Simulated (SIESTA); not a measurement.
Crystal: HfN.

```
Hf N
1.0
     0.00000    2.25600    2.25600
     2.25600    0.00000    2.25600
     2.25600    2.25600    0.00000
Hf N
1 1
Direct
  0.00000 0.00000 0.00000
  0.50000 0.50000 0.50000
```

Base run:

* Program: SIESTA 5.4.2
* Functional: PBEsol
* Potentials or basis: PseudoDojo 0.4 standard (PBEsol files)
* Basis: DZP (energy shift 0.003 Ry; two zetas on semicore shells)
* Grid cutoff: 800 Ry
* Energy shift: 0.003 Ry
* k mesh: 10 × 10 × 10
* Occupations: fermi-dirac, width 0.05 eV
* Spin: no spin polarisation

Its results: band gap on the k mesh none (metal or under the smearing width); pressure 1.3 GPa.

Problem. After a change of settings the same cell gave: band gap on the k mesh none (metal or under the smearing width); pressure -6.6 GPa. Which change was it?
A. functional from PBEsol to LDA; potentials or basis from PseudoDojo 0.4 standard (PBEsol files) to PseudoDojo 0.4 standard (LDA files)
B. functional from PBEsol to vdW-DF-cx; potentials or basis from PseudoDojo 0.4 standard (PBEsol files) to PseudoDojo 0.4 standard (PBE files)
C. k mesh from 10 × 10 × 10 to 8 × 8 × 8; hubbard terms from none to Hf d U = 4 eV
D. functional from PBEsol to AM05

Solution. A.

Caveats: short orbitals over semicore shells can move pressures by several GPa; the basis of atomic orbitals isn't converged, which shifts pressures, moduli and gaps.

Not every run made on this cell is shown here.
